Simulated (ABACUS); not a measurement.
The system is PbS (Galena).

```
Pb S
1.0
     0.00000    2.96575    2.96575
     2.96575    0.00000    2.96575
     2.96575    2.96575    0.00000
Pb S
1 1
Direct
  0.00000 0.00000 0.00000
  0.50000 0.50000 0.50000
```

Program: ABACUS 3.10.1. Alike in all runs: task single point; no spin polarisation; cell as given; k mesh 6 × 6 × 6; smearing fermi-dirac 0.05 eV.

**Question.** Order these runs on this cell by their band gap on the k mesh, lowest first.
A. level SCAN; potentials or basis SG15 ONCV 1.2 PBE, DZP LCAO (the cutoffs set its grid); cutoff (eV) 1361; SCF threshold on the density 1e-07; eigensolver genelpa
B. level LDA-PW92; potentials or basis GBRV ultrasoft 1.5 LDA, plane waves; cutoff (eV) 544; SCF threshold on the density 1e-08; eigensolver dav
C. level RPBE; potentials or basis SG15 ONCV 1.2 PBE, plane waves; cutoff (eV) 857; SCF threshold on the density 1e-08; eigensolver dav
D. level r2SCAN; potentials or basis SG15 ONCV 1.2 PBE, DZP LCAO (the cutoffs set its grid); cutoff (eV) 1361; SCF threshold on the density 1e-07; eigensolver genelpa

**Answer.** B (0.24 eV), C (0.49 eV), A (0.73 eV), D (0.92 eV).

Caveats: spin-orbit coupling is left out, which as a rule narrows the gap of such compounds by several tenths of an eV; the atomic orbitals were generated for these runs and aren't a published set (some runs); the basis of atomic orbitals isn't converged, which shifts pressures, moduli and gaps (some runs).

A k mesh can miss the band edges.

Not every run made on this cell is shown here.
